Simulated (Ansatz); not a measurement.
Input of an Ansatz 0.2.0 run:

File input.yaml:

```yaml
crystal:
  lattice:
    - [3.1976457435, 0.0, 0.0]
    - [-1.5988228718, 2.7692424462, 0.0]
    - [0.0, 0.0, 5.22870971]
  atoms:
    - { symbol: Co, position: [0.3333333333, 0.6666666667, 0.50336241], spin: 2.0 }
    - { symbol: Co, position: [0.0, 0.0, 0.00347414], spin: 2.0 }
    - { symbol: O, position: [0.3333333333, 0.6666666667, 0.8715556] }
    - { symbol: O, position: [0.0, 0.0, 0.37160885] }
hamiltonian:
  xc: pbesol
  pseudopotentials: { kind: paw }
magnetization:
  spin_polarized: true
kpoints:
  mp_grid: { grid: [10, 10, 5] }
scf:
  occupations: { method: fermi_dirac, width: 0.05 }
output:
  forces: true
  stress: true
  eigenvalues: true
relax:
  f_tol: 0.01
  max_steps: 40
  cell: { stress_tol: 0.05 }
```

Potentials or basis: Ansatz PAW.

The run is started by

```console
$ ansatz run input.yaml --threads 2 --pin off --max-ram 5632MiB --backend cpu --events-out ev --progress --plain --runs-dir out
```

(1) Estimate the site moments.

(2) Estimate the relaxed volume.

(3) Estimate the relaxed cell.

(4) What does it give for the band gap on the k mesh?

Results:

(1) Co +1.89, -1.89; O -0.14, +0.14 μB.

(2) 10.58 Å³/atom.

(3) a = 3.051 Å, b = 3.051 Å, c = 5.251 Å, α = 90.00°, β = 90.00°, γ = 120.00°.

(4) none (metal or under the smearing width).

Caveat: the pressure holds a Pulay correction of +0.7 GPa for the finite cutoff; semilocal functionals often make such compounds metallic where correlation or magnetic order opens a gap, which also shifts bond lengths; the PAW data sets come from PBE, with cores solved anew for the run's functional, which leaves a small shift of forces and pressure; the starting moments weren't kept.
